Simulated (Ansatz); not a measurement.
Runs of Ansatz 0.2.0 on NaCl. It takes space group Pm-3m (No. 221, cubic). Conventional cell: a = 3.502 Å, b = 3.502 Å, c = 3.502 Å, α = 90.00°, β = 90.00°, γ = 90.00°. Cl (site symmetry m-3m) has 8 Na at 3.03 Å as nearest neighbours. Na (site symmetry m-3m) has 8 Cl at 3.03 Å as nearest neighbours. Measurements of this composition are mostly on another form, of space group No. 225.

```tsv
task	level	k mesh	points for each segment of the path	mesh quality	gap on the mesh (eV)	pressure (GPa)	V0 of scaled cells (Å³/atom)	B0 (GPa)
equation of state	HSE06	4 × 4 × 4	-	coarse	-	-	21.18	27
equation of state	PBE0	4 × 4 × 4	-	coarse	-	-	(a)	27
band structure	HSE06	6 × 6 × 6	4	not flagged	5.29	-0.5	-	-
band structure	PBE0	6 × 6 × 6	4	not flagged	6.01	-0.5	-	-
```

Alike in all rows: potentials or basis Ansatz PAW; no spin polarisation; cell as given; cutoff (eV) 420; smearing fermi-dirac 0.05 eV.

**Question.** Fill in the values left out.

**Answer.** (a) 21.12.

Caveats: some runs use coarse meshes; the PAW data sets were made with another functional, which shifts forces and pressure a little (some runs); the PAW data sets come from PBE, with cores solved anew for the run's functional, which leaves a small shift of forces and pressure (some runs); the thresholds are loose for stress (some runs).

